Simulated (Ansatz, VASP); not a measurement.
# PbS (Galena) in VASP and in Ansatz

```xyz
2
Lattice="0.0000 2.8252 2.8252 2.8252 0.0000 2.8252 2.8252 2.8252 0.0000" Properties=species:S:1:pos:R:3 pbc="T T T"
Pb    0.0000    0.0000    0.0000
S     2.8252    2.8252    2.8252
```

Alike in both runs: functional LDA; k mesh 7 × 7 × 7; no spin polarisation.

Ansatz relaxed the structure, and its values are those at the end. VASP's run is a single point on that final structure, the one shown.

```csv
,VASP,Ansatz
version,VASP 6.6.1,Ansatz 0.2.0
potentials or method,"VASP PAW LDA potentials, release 64 (Pb_d, S)","plane waves, PAW"
plane-wave cutoff (eV),520,530
occupations,"gaussian, width 0.01 eV",fixed
valence electrons in the cell,20,20
```

|  | VASP | Ansatz | Ansatz less VASP |
| --- | --- | --- | --- |
| gap on the k mesh at the Fermi level (eV) | 0.91 | 0.90 | -0.010 |
| pressure (GPa) | 8.1 | 8.0 | -0.10 |

Spin-orbit coupling is left out, which matters for the levels of Pb.
